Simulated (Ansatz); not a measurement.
## Pt, before and after

The guess for Pt was made by a generator: random cell by space group and Wyckoff sites (Cmme, No. 67). The dimensions are guesses.

start.cif

```cif
data_structure
_symmetry_space_group_name_H-M 'Cmme'
_symmetry_Int_Tables_number 67
_cell_length_a 5.3673
_cell_length_b 5.5622
_cell_length_c 3.5620
_cell_angle_alpha 90.000
_cell_angle_beta 90.000
_cell_angle_gamma 90.000
_cell_volume 106.34
loop_
_atom_site_label
_atom_site_type_symbol
_atom_site_symmetry_multiplicity
_atom_site_Wyckoff_symbol
_atom_site_fract_x
_atom_site_fract_y
_atom_site_fract_z
_atom_site_occupancy
Pt1 Pt 4 g 0.50000 0.75000 0.63140 1
```

The calculation used DFT PBE, scalar-relativistic, plane waves, PAW in Ansatz. Cutoff 420 eV, Gaussian smearing, Γ-centred meshes. Cell and atoms relax first on a coarse mesh and then on a finer one. In between, the cell is made exact in the group found at 0.06 Å. In metals the finer mesh still leaves noise of several meV/atom or more. The steps can't lower the symmetry of their start. No spin polarisation.

end.cif

```cif
data_structure
_symmetry_space_group_name_H-M 'I4/mmm'
_symmetry_Int_Tables_number 139
_cell_length_a 3.4012
_cell_length_b 3.4012
_cell_length_c 2.7352
_cell_angle_alpha 90.000
_cell_angle_beta 90.000
_cell_angle_gamma 90.000
_cell_volume 31.64
loop_
_atom_site_label
_atom_site_type_symbol
_atom_site_symmetry_multiplicity
_atom_site_Wyckoff_symbol
_atom_site_fract_x
_atom_site_fract_y
_atom_site_fract_z
_atom_site_occupancy
Pt1 Pt 2 b 0.00000 0.00000 0.50000 1
```

The symmetry goes from Cmme (No. 67) to I4/mmm (No. 139), and the primitive cell from 2 to 1 atom. The volume per atom shrinks by 40.5 %, from 26.6 to 15.8 Å³. The shortest distance goes from 2.84 Å (Pt–Pt) to 2.74 Å (Pt–Pt). The energy falls by about 1.5 eV/atom (the start's value is from the coarse mesh). The end is written in a standard setting, so origin, axes and order of atoms can differ from the start's.

* Volume per atom: 15.82 Å³
* Density: 20.48 g/cm³
* Energy over the standard state: +0.01 eV/atom
* Gap on the 26×26×26 mesh of the 1-atom cell: 0 eV (a metal)

Energies count from the standard state of Pt at the same level. So it is a metastable form at best.

The last run used Gaussian smearing of 0.10 eV. For metals, differences of a few meV/atom aren't resolved. These runs have no spin–orbit coupling, which can matter for Pt. A structure relaxed within its symmetry needn't be a true minimum. In all, the 4 runs took 3.5 min on 1 thread of Intel(R) Xeon(R) Processor @ 2.50GHz (Skylake/Cascade Lake) (shared host).
